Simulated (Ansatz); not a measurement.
The system is WC (Qusongite).

```
CELL_PARAMETERS angstrom
2.90650 0.00000 0.00000
-1.45325 2.51710 0.00000
0.00000 0.00000 2.83660
ATOMIC_POSITIONS crystal
W 0.00000 0.00000 0.00000
C 0.66667 0.33333 0.50000
```

Program: Ansatz 0.2.0. Alike in all runs: potentials or basis all-electron LAPW, scalar-relativistic; no spin polarisation; cell as given.

Task: Order these runs on this cell by their pressure, lowest first.
A. level PBE; k mesh 5 × 5 × 4; cutoff (eV) 308; smearing fermi-dirac 0.04 eV; basis error allowed 0.002 eV/atom; mesh quality coarse
B. level PBEsol; k mesh 10 × 10 × 9; cutoff (eV) 335; smearing fermi-dirac 0.05 eV; basis error allowed 0.001 eV/atom; mesh quality not flagged
C. level LDA; k mesh 10 × 10 × 9; cutoff (eV) 335; smearing fermi-dirac 0.05 eV; basis error allowed 0.001 eV/atom; mesh quality not flagged
D. level RPBE; k mesh 10 × 10 × 9; cutoff (eV) 334; smearing fermi-dirac 0.05 eV; basis error allowed 0.001 eV/atom; mesh quality not flagged

Result: C (-9.7 GPa), B (-3.4 GPa), A (6.3 GPa), D (10.1 GPa).

Caveats: some runs use coarse meshes; the k mesh is thin for a metal, which can move the energy by tens of meV per atom (some runs).

Not every run made on this cell is shown here.
